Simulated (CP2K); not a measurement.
Runs of CP2K 2026.2 on Ba. Symmetry: Im-3m, No. 229, cubic system. Conventional cell: a = 5.013 Å, b = 5.013 Å, c = 5.013 Å, α = 90.00°, β = 90.00°, γ = 90.00°. Ba (site symmetry m-3m) is surrounded by 8 Ba at 4.34 Å. 

| task | level | potentials or basis | smearing | EPS_DEFAULT | NGRIDS | basis sets | potentials | points a segment of the path (NPOINTS) | gap on the mesh (eV) | pressure (GPa) |
| --- | --- | --- | --- | --- | --- | --- | --- | --- | --- | --- |
| band structure | r2SCAN | POTENTIAL_UZH Ba GTH-SCAN-q10; TZVP-MOLOPT-SCAN-GTH basis | fermi-dirac 0.1 eV | 1.0E-10 | 5 | Ba TZVP-MOLOPT-SCAN-GTH-q10 | Ba GTH-SCAN-q10 of POTENTIAL_UZH | 8 | none | (a) |
| band structure | r2SCAN | POTENTIAL_UZH Ba GTH-SCAN-q10; TZVP-MOLOPT-SCAN-GTH basis | fermi-dirac 0.01 eV | 1.0E-10 | 5 | Ba TZVP-MOLOPT-SCAN-GTH-q10 | Ba GTH-SCAN-q10 of POTENTIAL_UZH | 8 | none | 0.7 |
| band structure | LDA | GTH_POTENTIALS Ba GTH-PADE-q10; TZVP-MOLOPT-PBE-GTH basis | fermi-dirac 0.01 eV | 1.0E-10 | 5 | Ba TZVP-MOLOPT-PBE-GTH-q10 | Ba GTH-PADE-q10 of GTH_POTENTIALS | 8 | none | -1.3 |
| band structure | PBE | POTENTIAL_UZH Ba GTH-PBE-q10; TZVP-MOLOPT-PBE-GTH basis | fermi-dirac 0.05 eV | 1.0E-9 | 4 | Ba TZVP-MOLOPT-PBE-GTH-q10 | Ba GTH-PBE-q10 of POTENTIAL_UZH | 10 | none | 0.1 |
| band structure | PBE | POTENTIAL_UZH Ba GTH-PBE-q10; TZVP-MOLOPT-PBE-GTH basis | fermi-dirac 0.1 eV | 1.0E-9 | 4 | Ba TZVP-MOLOPT-PBE-GTH-q10 | Ba GTH-PBE-q10 of POTENTIAL_UZH | 10 | none | 0.1 |
| single point | PBEsol | POTENTIAL_UZH Ba GTH-PBE-q10; TZVP-MOLOPT-PBE-GTH basis | fermi-dirac 0.05 eV | 1.0E-10 | 4 | Ba TZVP-MOLOPT-PBE-GTH-q10 | Ba GTH-PBE-q10 of POTENTIAL_UZH | - | none | -0.7 |
| single point | PBEsol | POTENTIAL_UZH Ba GTH-PBE-q10; TZVP-MOLOPT-PBE-GTH basis | gaussian 0.05 eV | 1.0E-10 | 5 | Ba TZVP-MOLOPT-PBE-GTH-q10 | Ba GTH-PBE-q10 of POTENTIAL_UZH | - | none | -0.7 |
| single point | RPBE | POTENTIAL_UZH Ba GTH-PBE-q10; TZVP-MOLOPT-PBE-GTH basis | gaussian 0.1 eV | 1.0E-10 | 4 | Ba TZVP-MOLOPT-PBE-GTH-q10 | Ba GTH-PBE-q10 of POTENTIAL_UZH | - | none | 0.7 |
| band structure | PBEsol | POTENTIAL_UZH Ba GTH-PBE-q10; TZVP-MOLOPT-PBE-GTH basis | fermi-dirac 0.01 eV | 1.0E-9 | 4 | Ba TZVP-MOLOPT-PBE-GTH-q10 | Ba GTH-PBE-q10 of POTENTIAL_UZH | 6 | none | -0.6 |
| single point | PBE | POTENTIAL_UZH Ba GTH-PBE-q10; TZVP-MOLOPT-PBE-GTH basis | gaussian 0.1 eV | 1.0E-10 | 5 | Ba TZVP-MOLOPT-PBE-GTH-q10 | Ba GTH-PBE-q10 of POTENTIAL_UZH | - | none | 0.0 |
| single point | PBE | POTENTIAL_UZH Ba GTH-PBE-q10; TZVP-MOLOPT-PBE-GTH basis | fermi-dirac 0.05 eV | 1.0E-10 | 4 | Ba TZVP-MOLOPT-PBE-GTH-q10 | Ba GTH-PBE-q10 of POTENTIAL_UZH | - | none | 0.1 |

Alike in all rows: no spin polarisation; cell as given; k mesh 8 × 8 × 8.

Question: Estimate the missing entries.

Answer: (a) 0.5.

Caveats: the basis of atomic orbitals isn't converged, which shifts pressures, moduli and gaps; the potentials were made for another functional, which shifts forces and pressure (some runs).

A k mesh can miss the band edges, and the runs leave out spin-orbit coupling on Ba.

A gap of «none» marks a metal or a gap under the smearing width.

Not every run made on this cell is shown here.
